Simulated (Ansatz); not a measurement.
# TiAl3: further runs on a relaxed guess

Aim: for this structure of TiAl3, see whether it has a gap, which orbitals make up the states near it and how charge is shared.

Program: Ansatz 0.2.0. Level of theory: DFT PBE, scalar-relativistic, plane waves, PAW. These are calculated values, not measurements.

1 further run of the same task is left out (it didn't finish).

## (1) The starting structure

The structure is tetragonal, space group P4mm (No. 99). Conventional cell: a = 3.941 Å, b = 3.941 Å, c = 6.387 Å, α = 90.00°, β = 90.00°, γ = 90.00°. Around Ti (site symmetry 4mm) lie 5 Al at 2.67 to 2.74 Å. Al (site symmetry 2mm) is surrounded by 2 Ti at 2.67 Å and 6 Al at 2.70 to 2.79 Å. Around Al (site symmetry 4mm) lie 4 Al at 2.70 Å and 1 Ti at 2.74 Å.

Coordinates:

```
Ti Al
1.0
     3.94052    0.00000    0.00000
     0.00000    3.94052    0.00000
     0.00000    0.00000    6.38663
Ti Al
1 3
Direct
  0.50000 0.50000 0.99102
  0.50000 0.00000 0.27285
  0.00000 0.50000 0.27285
  0.50000 0.50000 0.56197
```

It is the end of an earlier relaxation with the same method, from a generated guess; it is a trial structure. At a tolerance of 0.05 Å it has space group P4mm (No. 99); it has 24.79 Å³/atom, an uncorrected energy of +0.59 eV/atom over the elements.

## (2) Electronic structure at the relaxed geometry

Input file input.yaml:

```yaml
crystal:
  lattice:
    - [3.9405212315, 0.0, 0.0]
    - [0.0, 3.9405212315, 0.0]
    - [0.0, 0.0, 6.3866274302]
  atoms:
    - { symbol: Ti, position: [0.5, 0.5, 0.9910246969] }
    - { symbol: Al, position: [0.5, 0.0, 0.2728489887] }
    - { symbol: Al, position: [0.0, 0.5, 0.2728489887] }
    - { symbol: Al, position: [0.5, 0.5, 0.5619734655] }
basis:
  ecutwfc: 420
kpoints:
  mp_grid: { grid: [12, 12, 8] }
  band_path:
    path:
      - [[0.0, 0.0, 0.0], [0.0, 0.5, 0.0], [0.5, 0.5, 0.0], [0.0, 0.0, 0.0], [0.0, 0.0, 0.5], [0.0, 0.5, 0.5], [0.5, 0.5, 0.5], [0.0, 0.0, 0.5]]
      - [[0.0, 0.5, 0.0], [0.0, 0.5, 0.5]]
      - [[0.5, 0.5, 0.0], [0.5, 0.5, 0.5]]
    npoints: 14
hamiltonian:
  xc: pbe
scf:
  occupations: { method: gaussian, width: 0.1 }
  n_extra_bands: 10
output:
  forces: true
  stress: true
  eigenvalues: true
  populations: true
  dos: { projected: true, de: 0.02, nscf_kmesh: { grid: [15, 15, 10] } }
  bader: true
  write_density: true
  write_potential: true
  elf: true
  volumetric_format: npy
checkpoint:
  read: start.run
  write: ck
  compress: false
  write_wavefunctions: false
  write_every: 100000
```

Command:

```sh
$ ansatz run input.yaml --threads 1 --pin off --max-ram 2560MiB --backend cpu --events-out ev --progress --plain --runs-dir out
```

The program printed:

```text
Warning: checkpoint.read: spin treatment differs: saved collinear, current unpolarized; the saved charge density seeds this run and the saved magnetisation is not carried: this deck is unpolarised; the saved density holds an absolute magnetisation of 1.3e-5 μB; saved orbitals and DFT+U occupations are not carried; the saved PAW projector densities are carried summed over spin
Warning: RAYON_NUM_THREADS=1 ignored (pool sized by the plan → 1); use --threads N
scf.n_extra_bands = 10 over 11 filled bands (N_el = 21.0): the run solves 21 bands
Engine: ansatz 0.2.0, x86_64-unknown-linux-gnu
Pseudopotentials: kind: paw
Pseudopotential: Ti, paw, valence charge 12, recommended cutoff 420 eV (normal), Ti.paw.azcp
Pseudopotential: Al, paw, valence charge 3, recommended cutoff 420 eV (normal), Al.paw.azcp
Functional definition: PBE
  parameter kappa = 0.804
  parameter beta = 0.06672455060314922
  exchange = pbe_x(kappa = kappa, mu = beta*pi^2/3)
  correlation = pbe_c(beta = beta)
Crystal: 4 atoms, lattice volume = 99.170 Å³
Basis set: ecut = 420 eV, 1941 PW (Γ), exchange–correlation on 54×54×90 points (8 copies of the dense FFT grid, shifted against one another)
Bands: 21, of which v1, the nominal top of the filled ones, is band 11 counted from 1 (10 counted from 0)
Symmetry: 8 space group operations
Space group: P4mm (ITA 99), of the structure as read, at distance tolerance 4.6e-5 Å
k-points: 140 of 1152 (time reversal used)
Non-local potential: Ti, projectors of the file, l = 0: 3, l = 1: 2, l = 2: 3, l = 3: 1
Non-local potential: Al, projectors of the file, l = 0: 2, l = 1: 2, l = 2: 1
PAW form: soft (Blöchl's): semilocal exchange-correlation on the pseudo side does not see the compensation charge
PAW one-centre angular grid: Ti, 590 points (default); XC on 64 Gauss nodes
PAW one-centre angular grid: Al, 110 points (default); XC on 64 Gauss nodes
Initial density: read from a saved state, or passed on in memory by an earlier SCF of this step, an earlier step, the calling program or the single point that the run made first
Initial wavefunctions: pseudopotential atomic-orbital guess
Functional: x = pbe(κ = 0.804, μ = 0.2195149727645171), c = pbe(β = 0.06672455060314922)
iter 1 solved again at ethr=7.44e-7 eV; its pass at ethr=3.10e-3 eV (dr2=1.56e-4 eV) is discarded
SCF iter   1: F=—  HF=-4109.820262 eV  |F-HF|=—  |Δ(HF+E_count)|=         —  Δρ=2.54e-6  dr2=7.32e-9  ethr=7.44e-7  ⟨swp⟩=2.1  Hψ=22933  notcnv=0
eigensolver tolerance schedule: the retry pair's looser diagonalisation over-reported the residual by 21330.74 of it (diagonalisation noise at an unbounded share of the residual, at the tolerance the schedule requests for it); recorded, not acted on — ethr = c·dr2/N_el stays at c = 1.0e-1
preconditioner: auto → Kerker (q_TF=auto, 2.106 Å⁻¹)  [metal: Δε(μ)=0.014 eV  Ē_g=6.118 eV  σ=0.100 eV  W_gap=0.08  n_scr=16 (ndim 8)  ℏωp=13.4 eV  f_vac=0.005  D(μ)=2.71/eV (n_scr^D=16)]
SCF iter   2: F=—  HF=-4109.820153 eV  |F-HF|=—  |Δ(HF+E_count)|=   1.09e-4  Δρ=1.04e-6  dr2=1.28e-9  ethr=3.49e-11  ⟨swp⟩=8.2  Hψ=18796  notcnv=0
iter 3 did not close the SCF: its close was put off for the readings that it lacked (scf_convergence_deferred on its scf_iter line)
SCF iter   3: F=-4109.820153 eV  HF=-4109.820153 eV  |F-HF|=2.07e-10  |Δ(HF+E_count)|=  7.28e-11  Δρ=7.28e-7  dr2=6.36e-10  ethr=6.10e-12  ⟨swp⟩=1.0  Hψ=2940  notcnv=0
iter 4 did not close the SCF: its close was put off for the readings that it lacked (scf_convergence_deferred on its scf_iter line)
SCF iter   4: F=-4109.820153 eV  HF=-4109.820153 eV  |F-HF|=4.18e-11  |Δ(HF+E_count)|=  5.28e-11  Δρ=3.36e-7  dr2=1.36e-10  ethr=3.03e-12  ⟨swp⟩=1.0  Hψ=2940  notcnv=0
iter 5 did not close the SCF: its close was put off for the readings that it lacked (scf_convergence_deferred on its scf_iter line)
SCF iter   5: F=-4109.820153 eV  HF=-4109.820153 eV  |F-HF|=1.36e-11  |Δ(HF+E_count)|=  9.09e-12  Δρ=1.93e-7  dr2=4.45e-11  ethr=1.00e-12  ⟨swp⟩=1.0  Hψ=2940  notcnv=0
iter 6 did not close the SCF: its close was put off for the readings that it lacked (scf_convergence_deferred on its scf_iter line)
SCF iter   6: F=-4109.820153 eV  HF=-4109.820153 eV  |F-HF|=1.82e-12  |Δ(HF+E_count)|=  4.55e-12  Δρ=4.02e-8  dr2=1.98e-12  ethr=1.00e-12  ⟨swp⟩=1.0  Hψ=2940  notcnv=0
SCF iter   7: F=-4109.820153 eV  HF=-4109.820153 eV  |F-HF|=0.00e0  |Δ(HF+E_count)|=  9.09e-13  Δρ=2.66e-8  dr2=7.67e-13  ethr=1.00e-12  ⟨swp⟩=3.8  Hψ=9143  notcnv=0
SCF 1 converged in 7 iterations: F = -4109.820153 eV  dr2 = 7.67e-13
NSCF: frozen V_eff on 129 k-points
NSCF: frozen V_eff on 216 k-points
SCF converged after 7 iterations
Free energy (F): -4109.820153 eV
Harris-Foulkes:  -4109.820153 eV  (|F-HF|=0.00e0)
Internal energy: -4109.806593 eV  (E = F + TS)
E sigma→0 (E₀):  -4109.813373 eV
Entropy (-TS):   -0.013560 eV (-3.390 meV/atom)
Fermi energy:    4.905673 eV
--- Per-component energies (eV) ---
  E_band       = -250.806417
  E_kinetic    = 334.078613
  E_local      = -1572.643728  (includes V_loc(G=0)·N_el)
  E_nonlocal   = 43.122851
  E_hartree    = 665.126644
  E_xc         = -212.013323
  E_vxc        = -202.443414  (∫ρ·V_xc dr)
  E_paw        = -2450.780733  (= ΣΔE_a)
  E_vpaw       = -183.174144  (= ΣTr[D̂ρ^β])
  E_aug_tail   = 0.000116  (compensation charges beyond the density's cutoff)
  E_ewald      = -916.697031
  E_smearing   = -0.013560  (= −TS)
  E_closure    = -0.000000  (closes the sum)
  Σ components = -4109.820153   (vs F -4109.820153, Δ=0.00e0)
--- Forces (eV/Å), atoms counted from 1 ---
  atom   1  Ti    -0.00000000     0.00000000    -0.00031549
  atom   2  Al     0.00000000     0.00000000    -0.00037073
  atom   3  Al     0.00000000     0.00000000    -0.00037073
  atom   4  Al    -0.00000000     0.00000000     0.00105662
  max |Σ_I F_I| component: 3.35e-7 eV/Å
--- Stress (GPa, compression-positive) ---
        0.005216       0.000000       0.000000
        0.000000       0.005216       0.000000
        0.000000       0.000000      -0.045853
  P = ⅓ Tr σ = -0.0118 GPa (-0.118 kbar)
--- Band table (eV; the first three rows and the last of 140) ---
  k-point 0: bands = ["-52.3256", "-28.6121", "-28.6121", "-28.5560", "-3.9134", "0.7561", "2.3446", "3.8248", "3.9108", "3.9108", "4.8809", "5.9673", "5.9673", "6.0228", "7.0221", "7.5033", "10.1881", "10.1881", "10.9338", "11.7709", "11.8906"]
  k-point 1: bands = ["-52.3256", "-28.6121", "-28.6121", "-28.5560", "-3.8948", "0.5314", "2.6216", "3.8327", "3.8898", "3.8898", "4.9531", "6.0232", "6.0440", "6.0440", "6.9873", "7.4482", "9.8827", "9.8827", "10.9696", "11.1428", "12.2482"]
  k-point 2: bands = ["-52.3256", "-28.6121", "-28.6121", "-28.5560", "-3.8479", "0.1403", "3.1293", "3.8425", "3.8425", "3.8520", "5.1913", "6.0243", "6.2439", "6.2439", "6.9054", "7.3075", "9.3340", "9.3340", "10.0477", "11.0512", "12.4563"]
  k-point 139: bands = ["-52.3243", "-28.6252", "-28.6252", "-28.5532", "-0.2305", "0.5443", "0.5443", "2.1104", "2.6989", "4.1875", "4.1875", "5.1216", "5.6907", "5.6907", "6.1244", "6.6733", "8.5986", "8.9387", "10.4912", "10.4912", "12.1855"]
--- Löwdin populations: 4 sites ---
  site symbol       q [e]
     0     Ti     11.2842
     1     Al      3.2311
     2     Al      3.2311
     3     Al      3.1236
  spilling = 0.006185 (of n_electrons = 21.000000)
--- Bader charges: 4 sites ---
  site symbol  charge [e]  shift [e]
     0     Ti      0.7771     0.0047
     1     Al     -0.3834     0.0025
     2     Al     -0.3834     0.0025
     3     Al     -0.0103     0.0098
  estimated error of the sums over rays = 3.4e-4 e
```

It took 1.7 min on 1 thread of Intel Xeon at 2.70GHz, shared host; peak memory 0.6 GiB.

start.run is the saved state of the run that this one goes on from.

Site by site:

```
atom  Löwdin electrons  Bader charge (e)  Bader volume (Å³)
 Ti1             11.28             +0.78               21.2
 Al2              3.23             -0.38               23.6
 Al3              3.23             -0.38               23.6
 Al4              3.12             -0.01               30.8
```

bands.tsv at the labelled points (eV, zero at the Fermi level; the bands nearest the Fermi level):

```tsv
point	band 7	band 8	band 9	band 10	band 11	band 12	band 13	band 14
Γ	-2.56	-1.08	-0.99	-0.99	-0.03	1.06	1.06	1.12
X	-2.55	-1.63	-1.28	-0.24	0.19	0.38	0.42	1.47
M	-4.35	-2.86	-0.94	-0.94	-0.84	0.53	0.72	1.22
Γ	-2.56	-1.08	-0.99	-0.99	-0.03	1.06	1.06	1.12
Z	-1.25	-1.12	-1.12	-1.02	0.98	1.12	1.69	1.69
R	-3.68	-1.83	-0.79	-0.39	0.28	0.44	1.26	2.30
A	-4.36	-2.79	-2.21	-0.72	-0.72	0.22	0.79	0.79
Z	-1.25	-1.12	-1.12	-1.02	0.98	1.12	1.69	1.69
X	-2.55	-1.63	-1.28	-0.24	0.19	0.38	0.42	1.47
R	-3.68	-1.83	-0.79	-0.39	0.28	0.44	1.26	2.30
M	-4.35	-2.86	-0.94	-0.94	-0.84	0.53	0.72	1.22
A	-4.36	-2.79	-2.21	-0.72	-0.72	0.22	0.79	0.79
```

States per cell in windows of 1 eV, from dos.tsv and pdos.tsv (zero at the Fermi level):

```
from  to  total  Ti 3d  Al 3s  Al 3p
  -8  -7   0.85   0.01   0.39   0.38
  -7  -6   0.51   0.01   0.21   0.26
  -6  -5   0.64   0.03   0.24   0.35
  -5  -4   1.42   0.08   0.57   0.66
  -4  -3   1.49   0.13   0.55   0.67
  -3  -2   1.34   0.19   0.28   0.76
  -2  -1   2.67   0.66   0.27   1.56
  -1   0   3.53   1.66   0.19   1.56
   0   1   4.95   3.62   0.17   0.89
   1   2   3.58   2.03   0.24   1.08
   2   3   2.02   0.54   0.25   0.98
   3   4   2.23   0.33   0.39   1.11
   4   5   2.76   0.25   0.46   1.24
```

The solved bands begin to run out at 5.1 eV, so nothing above is shown.

A further 9 or so states lie below the table's range.

Density in a lattice plane of the grid's cell (edges 3.94 and 6.39 Å, at 0.500 of the third edge), which holds Ti and Al.

Ten even steps from ' ' (0.03 e/Å³) to '@' (10.22 e/Å³):
```
          --##%%##--        
          ..::--::..        
                            
                            
                            
                            
                            
                            
                            
                            
                            
                            
                            
                            
                            
                            
                            
            ..::..          
          ::++##++::        
          ==%%@@%%==        
```
Columns run along the first of these edges and rows up along the second, over one cell in 14 and 20 even steps from the bottom left corner. Atoms in the plane (fractional): Ti at (0.50, 0.99), Al at (0.00, 0.27), Al at (0.50, 0.56).

ELF in the same plane.

Ten even steps from '0' (0.00) to '9' (0.95):
```
64214742474124
32101466641012
11111123211111
11234444444321
11468999998641
12579999999752
23578764678753
34576223226754
45675125215765
66777300037776
67777531357777
45777643467775
01476543456741
31156532356511
31156422246511
01465311135641
66764111114676
88752345432578
88633654563368
87424720274247
```
Columns run along the first of these edges and rows up along the second, over one cell in 14 and 20 even steps from the bottom left corner. Atoms in the plane (fractional): Ti at (0.50, 0.99), Al at (0.00, 0.27), Al at (0.50, 0.56).

Both are smooth fields of the valence electrons: close to the nuclei they are not physical.

Maxima of ELF outside the ion cores: 0.96 in the shell around Al, 0.8 Å from Al; 0.85 beside Al, off the lines to its neighbours, 1.1 Å from Al; 0.76 on the Al–Al line, 1.1 Å from Al.

## (3) Changed: mp_grid.grid [4, 4, 3]

Input file input.yaml:

```yaml
crystal:
  lattice:
    - [3.9405212315, 0.0, 0.0]
    - [0.0, 3.9405212315, 0.0]
    - [0.0, 0.0, 6.3866274302]
  atoms:
    - { symbol: Ti, position: [0.5, 0.5, 0.9910246969] }
    - { symbol: Al, position: [0.5, 0.0, 0.2728489887] }
    - { symbol: Al, position: [0.0, 0.5, 0.2728489887] }
    - { symbol: Al, position: [0.5, 0.5, 0.5619734655] }
basis:
  ecutwfc: 420
kpoints:
  mp_grid: { grid: [4, 4, 3] }
hamiltonian:
  xc: pbe
scf:
  occupations: { method: gaussian, width: 0.1 }
output:
  forces: true
  eigenvalues: true
  stress: true
```

Command:

```sh
$ ansatz run input.yaml --threads 1 --pin off --max-ram 2560MiB --backend cpu --events-out ev --progress --plain --runs-dir out
```

The program printed, cut to the lines that bear on the results:

```text
Warning: RAYON_NUM_THREADS=1 ignored (pool sized by the plan → 1); use --threads N
[...]
[... 4 set-up lines as earlier in the session ...]
[...]
Crystal: 4 atoms, lattice volume = 99.170 Å³
Basis set: ecut = 420 eV, 1941 PW (Γ), exchange–correlation on 54×54×90 points (8 copies of the dense FFT grid, shifted against one another)
Bands: 15, of which v1, the nominal top of the filled ones, is band 11 counted from 1 (10 counted from 0)
[... 2 set-up lines as earlier in the session ...]
k-points: 12 of 48 (time reversal used)
[...]
SCF iter   1: F=—  HF=-4109.773911 eV  |F-HF|=—  |Δ(HF+E_count)|=         —  Δρ=7.03e-3  dr2=1.31e-1  ethr=1.77e-3  ⟨swp⟩=5.8  Hψ=1053  notcnv=0
[...]
SCF iter   8: F=-4109.765235 eV  HF=-4109.765235 eV  |F-HF|=8.73e-9  |Δ(HF+E_count)|=   3.43e-7  Δρ=4.34e-6  dr2=3.48e-8  ethr=4.76e-10  ⟨swp⟩=5.5  Hψ=724  notcnv=0
[...]
SCF converged after 8 iterations
Free energy (F): -4109.765235 eV
[...]
E sigma→0 (E₀):  -4109.756660 eV
Entropy (-TS):   -0.017150 eV (-4.287 meV/atom)
Fermi energy:    4.905647 eV
[...]
--- Forces (eV/Å), atoms counted from 1 ---
  atom   1  Ti    -0.00000000     0.00000000    -0.05411140
  atom   2  Al     0.00000000     0.00000000    -0.00572127
  atom   3  Al     0.00000000     0.00000000    -0.00572127
  atom   4  Al    -0.00000000     0.00000000     0.06556759
[...]
--- Stress (GPa, compression-positive) ---
        0.358225       0.000000       0.000000
        0.000000       0.358225       0.000000
        0.000000       0.000000      -0.340392
  P = ⅓ Tr σ = 0.1254 GPa (1.254 kbar)
--- Band table (eV; the first three rows and the last of 12) ---
  k-point 0: bands = ["-52.2674", "-28.5640", "-28.5640", "-28.4852", "-3.9159", "0.7641", "2.3592", "3.8440", "3.9196", "3.9196", "4.9199", "5.9951", "5.9951", "6.0617", "7.0281"]
[...]
```

Wall time 1.8 s (1 thread of Intel Xeon at 2.70GHz, shared host); peak memory 0.32 GiB.

| run | ending | energy change | pressure (GPa) | gap (eV) | force (eV/Å) | cycles | time |
| --- | --- | --- | --- | --- | --- | --- | --- |
| step 2 | converged | 0 | 0.0 | 0.00 | 0.00 | - | 1.7 min |
| variant | converged | +13.7 meV/atom | 0.1 | 0.00 | 0.07 | 8 | 1.8 s |

Changing the k-point mesh moves the energy by +13.7 meV/atom, and the largest force goes from 0.00 to 0.07 eV/Å. Sampling errors of the energy have no fixed sign. These settings are too coarse to quote as the system's properties.

## (4) Outcome

```
                 quantity                          value
                      gap                   none (metal)
states at the Fermi level           3.15 per eV per cell
            Bader charges  Ti +0.78, Al -0.38 to -0.01 e
```

Bands cross the Fermi level: a metal at this level of theory. Of the projected weight within 0.25 eV of the Fermi level, the largest part is Ti 3d (76 %). Charge transfer between the atoms is moderate (Bader charges up to 0.8 e).
